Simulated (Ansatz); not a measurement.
Theory: DFT PBE, scalar-relativistic, plane waves, PAW in Ansatz. All cells share a 420 eV cutoff and Γ-centred k meshes spaced at most about 0.3 Å⁻¹ (about 0.25 or finer for metals, 2π included). Spin is collinear in cells that carry moments; the others ran without spin or lost their moments.

Each guess is relaxed in cell and atoms at zero pressure, on a coarse mesh first where it starts far from rest and then on a converged one. The steps can't lower the symmetry of the start, but it can rise. Energies are static (0 K, no zero-point motion).

Two unrelaxed guesses for Mg5O:

A.

```xyz
6
Lattice="0.0000 3.6645 3.6645 3.6645 0.0000 3.6645 3.6645 3.6645 0.0000" Properties=species:S:1:pos:R:3 pbc="T T T"
Mg    6.4184    4.5750    4.5750
Mg    4.5750    6.4184    4.5750
Mg    4.5750    4.5750    6.4184
Mg    6.4184    6.4184    6.4184
Mg    3.6645    3.6645    3.6645
O     1.8322    1.8322    1.8322
```

B.

```xyz
6
Lattice="4.4904 0.0000 0.0000 -2.2452 3.8888 0.0000 0.0000 0.0000 6.3144" Properties=species:S:1:pos:R:3 pbc="T T T"
Mg    0.0000    0.0000    4.3487
Mg    0.0000    0.0000    1.9658
Mg    2.2452    0.0000    0.0000
Mg   -1.1226    1.9444    0.0000
Mg    1.1226    1.9444    0.0000
O     0.0000    0.0000    0.0000
```

**Question.** Do they relax into the same structure? If not, which is lower?

**Answer.** No. B ends lower, by 0.39 eV/atom. A: F-43m at 16.4 Å³/atom → F-43m at 21.8 Å³/atom; B: P6/mmm at 18.4 Å³/atom → P6/mmm at 31.2 Å³/atom. Counting Mg atoms around O (those within 1.25 times the shortest such distance or 1.15 times the sum of covalent radii; the shortest distance is added where it is long for a bond), the end of A has O 16 from 3.3 Å and the end of B has O 2. End of A. Conventional cell: a = 8.061 Å. Mg on a site of symmetry 3m is surrounded by 6 Mg at 2.85 Å, 3 O at 3.34 Å and 3 Mg at 3.34 Å; around Mg on a site of symmetry -43m lie 12 Mg at 3.34 Å and 4 O at 3.49 Å; around O lie 16 Mg at 3.34–3.49 Å (long contacts). End of B. Conventional cell: a = 5.667 Å, c = 6.734 Å. Mg on a site of symmetry 6mm has 1 O at 1.93 Å, 1 Mg at 2.87 Å and 6 Mg at 3.43 Å; around Mg on a site of symmetry mmm lie 4 Mg at 2.83 Å, 2 O at 2.83 Å and 4 Mg at 3.43 Å; around O lie 2 Mg at 1.93 Å and 6 Mg at 2.83 Å.

Ends held by symmetry can be saddle points. Neither end is the lowest form computed: that has space group P-3m1 (No. 164) and lies 0.72 eV/atom below the better end. The magnetic state reached may not be the lowest. Some candidate types were left out of the draw beforehand, so a known form may be missing.
